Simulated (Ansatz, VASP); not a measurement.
One calculation of CaS (Oldhamite), two programs

```
CELL_PARAMETERS angstrom
0.00000 2.84300 2.84300
2.84300 0.00000 2.84300
2.84300 2.84300 0.00000
ATOMIC_POSITIONS crystal
Ca 0.00000 0.00000 0.00000
S 0.50000 0.50000 0.50000
```

Alike in both runs: task single point; functional PBE; k mesh 6 × 6 × 6; occupations gaussian, width 0.1 eV; no spin polarisation.

```csv
,VASP,Ansatz
version,VASP 6.6.1,Ansatz 0.2.0
potentials or method,"VASP PAW PBE potentials, release 64 (Ca_sv, S)","scalar-relativistic, plane waves, PAW"
plane-wave cutoff (eV),520,420
valence electrons in the cell,16,16
```

```tsv
	VASP	Ansatz	Ansatz less VASP
gap on the k mesh at the Fermi level (eV)	2.35	2.35	+0.005
least direct gap on the mesh (eV)	3.16	3.16	+0.005
pressure (GPa)	1.0	0.8	-0.16
```

A k mesh can miss the band edges. PBE gaps usually lie below the measured ones, often by a third to a half.
